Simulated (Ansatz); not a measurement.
A run of Ansatz 0.2.0 is set up as follows.

File input.yaml:

```yaml
crystal:
  lattice:
    - [0.0, 2.9305, 2.9305]
    - [2.9305, 0.0, 2.9305]
    - [2.9305, 2.9305, 0.0]
  atoms:
    - { symbol: In, position: [0.0, 0.0, 0.0] }
    - { symbol: P, position: [0.75, 0.75, 0.75] }
hamiltonian:
  xc: pbesol
  pseudopotentials: { kind: paw }
kpoints:
  mp_grid: { grid: [8, 8, 8] }
scf:
  occupations: { method: gaussian, width: 0.02 }
output:
  forces: true
  stress: true
  eigenvalues: true
```

Potentials or basis: Ansatz PAW.

The run is started by

```console
$ ansatz run input.yaml --threads 2 --pin off --max-ram 5632MiB --backend cpu --events-out ev --progress --plain --runs-dir out
```

Problem. What does it give for the band gap on the k mesh?

Solution. 0.62 eV, direct.

Problem. What does it give for the pressure?

Solution. 0.6 GPa.

Caveat: spin-orbit coupling is left out, which moves the levels of the heavy elements; the PAW data sets come from PBE, with cores solved anew for the run's functional, which leaves a small shift of forces and pressure.

**What was measured.**

A printed reference work, data compilation reports, for a bulk crystal of InP at 1.6 K: band gap 1.4236 eV (direct).

Against the measured gap of InP, 1.4236 eV (direct; 1.6 K; a printed reference work, data compilation), the calculated 0.62 eV is off by -0.81 eV. Spin-orbit coupling on In is left out. The value is that of PBEsol, without temperature or zero-point motion. Semilocal functionals fall short of measured gaps as a rule.
